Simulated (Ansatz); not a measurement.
An Ansatz (a program for electronic structure) run: RuO2 with a change (uniaxial stress, 0.5 GPa compression along z); PBE/PAW in Ansatz, no SOC.

Input:

Ansatz 0.2 input:
```yaml
crystal:
  lattice:
    - [4.5233906436, 0, 0]
    - [0, 4.5233906436, 0]
    - [0, 0, 3.1190178789]
  atoms:
    - { symbol: Ru, position: [0.5, 0.5, 0.5] }
    - { symbol: Ru, position: [0, 0, 0] }
    - { symbol: O, position: [0.805670981, 0.805670981, 0.5] }
    - { symbol: O, position: [0.305670981, 0.694329019, 0] }
    - { symbol: O, position: [0.694329019, 0.305670981, 0] }
    - { symbol: O, position: [0.194329019, 0.194329019, 0.5] }
basis: { ecutwfc: 420, ecutrho_ratio: 4, xc_grid: 2, fft_grid_basis: typed }
kpoints: { mp_grid: { grid: [10, 10, 15] } }
hamiltonian:
  xc: pbe
  dispersion: none
  pseudopotentials: { kind: paw }
scf: { occupations: { method: fermi_dirac, width: 0.05 } }
relax: { f_tol: 0.005, max_steps: 50, cell: { stress_tol: 0.01, sigma_target: [0, 0, 0.5, 0, 0, 0] } }
output: { forces: true, stress: true }
checkpoint: { write: state.ck, write_every: 1000 }
```

Output (explanatory and most iteration lines left out):

```
Relaxation: its limit of steps is 50 (relax.max_steps)
Pseudopotential: Ru, paw, valence charge 16
Pseudopotential: O, paw, valence charge 6
Crystal: 6 atoms, lattice volume = 63.818 Å³
Basis set: ecut = 420 eV, 1227 PW (Γ), exchange–correlation on 64×64×48 points (8 copies of the dense FFT grid, shifted against one another)
Bands: 34, of which v1, the nominal top of the filled ones, is band 28 counted from 1 (27 counted from 0)
Symmetry: 16 space group operations
Space group: P42/mnm (ITA 136), of the structure as read, at distance tolerance 4.0e-5 Å
k-points: 168 of 1500
Functional: x = pbe(κ = 0.804, μ = 0.2195149727645171), c = pbe(β = 0.06672455060314922)
SCF iter   1: F=—  HF=-14023.406248 eV  |F-HF|=—  |Δ(HF+E_count)|=         —  Δρ=1.05e-2  dr2=2.36e-2  ethr=1.77e-3  ⟨swp⟩=5.8  Hψ=21782  notcnv=0  defer=12
SCF iter   2: F=—  HF=-14023.404868 eV  |F-HF|=—  |Δ(HF+E_count)|=   1.38e-3  Δρ=4.10e-3  dr2=4.29e-3  ethr=4.22e-5  ⟨swp⟩=2.0  Hψ=12683  notcnv=0  defer=12
SCF 1 converged in 6 iterations: F = -14023.403558 eV  dr2 = 2.66e-8
relax step   1: F+E_penalty+E_count = -14023.40355816 eV  Δ(F+E_penalty+E_count) = +0.000e0 eV  max|allowed force component| = 7.795e-4 eV/Å  Δτ_max = 0.0000 Å  P = +0.001 GPa  Ω = 63.818 Å³  (6 SCF iters, dr2 threshold 1.00e-7 eV, accepted)
[... steps on the carried basis left out ...]
relax step   7: F+E_penalty+E_count = -14023.40340880 eV  Δ(F+E_penalty+E_count) = -1.859e-6 eV  max|allowed force component| = 3.921e-6 eV/Å  Δτ_max = 0.0000 Å  P = +0.167 GPa  Ω = 63.795 Å³  stress off target by 6.32e-4 GPa  SCF on the basis re-selected at this cell (its energy is not comparable with the rows above)  (6 SCF iters)
SCF converged after 6 iterations
Free energy (F): -14023.403409 eV
Internal energy: -14023.373250 eV  (E = F + TS)
E sigma→0 (E₀):  -14023.388329 eV
Entropy (-TS):   -0.030159 eV (-5.026 meV/atom)
Fermi energy:    12.673937 eV
--- Forces (eV/Å), atoms counted from 1 ---
  atom   1  Ru     0.00000000     0.00000000     0.00000000
  atom   2  Ru     0.00000000     0.00000000     0.00000000
  atom   3  O     -0.00000392    -0.00000392     0.00000000
  atom   4  O     -0.00000392     0.00000392     0.00000000
  atom   5  O      0.00000392    -0.00000392     0.00000000
  atom   6  O      0.00000392     0.00000392     0.00000000
--- Stress (GPa, compression-positive) ---
        0.000459       0.000000       0.000000
        0.000000       0.000459       0.000000
        0.000000       0.000000       0.499368
  P = ⅓ Tr σ = 0.1668 GPa (1.668 kbar)
--- Relaxed structure (5 steps of the walk, 5 accepted, 2 SCFs on fresh bases) ---
  cell:  # Å, volume = 63.7953 Å³
    - [4.525533277612477, -4.257806641257186e-36, 0.0]
    - [-2.5546839847543113e-36, 4.525533277612477, 0.0]
    - [0.0, 0.0, 3.1149376403608073]
  atoms:
    - { symbol: Ru, position: [0.5, 0.5, 0.5] }
    - { symbol: Ru, position: [-4.993498691534095e-22, -4.993498691534202e-21, 0.0] }
    - { symbol: O, position: [0.8055480824382133, 0.8055480824382133, 0.5] }
    - { symbol: O, position: [0.3055480824382132, 0.6944519175617868, 0.0] }
    - { symbol: O, position: [0.6944519175617868, 0.3055480824382132, 0.0] }
    - { symbol: O, position: [0.19445191756178684, 0.19445191756178684, 0.5] }
```

Without a gap, meshes like the base's 10×10×15 leave anisotropic stresses uncertain by several tenths of a GPa, and small strain energies with them. Load acts through the strain it causes; cell and atoms are relaxed under it. sigma_target is in GPa, compression positive, in the order xx, yy, zz, yz, xz, xy. Stability under load was not tested beyond the relaxation. No Hubbard U is applied, and correlation can decide whether such a compound is a metal. The final runs are not spin-polarised. The cell was made from RuO2 in the rutile structure (space group P4_2/mnm, No. 136) by this change: uniaxial stress, 0.5 GPa compression along z.
